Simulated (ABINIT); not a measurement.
The system is CaO.

```xyz
2
Lattice="0.0000 2.4036 2.4036 2.4036 0.0000 2.4036 2.4036 2.4036 0.0000" Properties=species:S:1:pos:R:3 pbc="T T T"
Ca    0.0000    0.0000    0.0000
O     2.4036    2.4036    2.4036
```

The cell is a database's computed one.

Base run:

```yaml
Program: ABINIT 10.8.3 (patched build)
Functional: HCTH407
Potentials_or_basis: JTH PAW PBE v2.0
Cutoff: 626 eV
k_mesh: 10 × 10 × 10
Occupations: fermi-dirac, width 0.05 eV
Spin: no spin polarisation
```

Its results: band gap on the k mesh 4.01 eV, indirect (least direct gap 4.38 eV); pressure 4.3 GPa.

Task: The run is repeated on the same cell with these changes: functional from HCTH407 to revPBE. What comes out?

Result: Band gap on the k mesh 3.73 eV, indirect (least direct gap 4.10 eV); pressure 4.3 GPa.

Caveats: the PAW data sets were made with another functional, which shifts forces and pressure a little.
